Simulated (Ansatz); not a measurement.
KZnF3:

```xyz
5
Lattice="4.0500 0.0000 0.0000 0.0000 4.0500 0.0000 0.0000 0.0000 4.0500" Properties=species:S:1:pos:R:3 pbc="T T T"
Zn    2.0250    2.0250    2.0250
K     0.0000    0.0000    0.0000
F     2.0250    0.0000    2.0250
F     0.0000    2.0250    2.0250
F     2.0250    2.0250    0.0000
```

Base run:

| Quantity | Value |
| --- | --- |
| Program | Ansatz 0.2.0 |
| Functional | PBE |
| Potentials or basis | Ansatz PAW |
| Cutoff | 420 eV |
| Density cutoff | 1680 eV |
| k mesh | 7 × 7 × 7 |
| Occupations | fermi-dirac, width 0.05 eV |
| Spin | no spin polarisation |

Its results: band gap on the k mesh 3.97 eV, indirect (least direct gap 5.69 eV); pressure 4.6 GPa.

Task: After a change of settings the same cell gave: band gap on the k mesh 3.75 eV, indirect (least direct gap 5.42 eV); pressure -4.8 GPa. Which change was it?
A. functional from PBE to r2SCAN; cutoff from 420 eV to 500 eV; density cutoff from 1680 eV to 2000 eV
B. functional from PBE to PBEsol
C. functional from PBE to LDA

Result: C.

LDA binds more tightly than PBE, so the same cell stands under less pressure.

Caveats: odd divisions of the mesh miss points on the zone boundary, where band edges often lie, so the gap on the mesh can be too wide (some runs); the k mesh misses the band edges, so the gap on the mesh is wider than the one along the path (some runs); the PAW data sets come from PBE, with cores solved anew for the run's functional, which leaves a small shift of forces and pressure (some runs).

Not every run made on this cell is shown here.
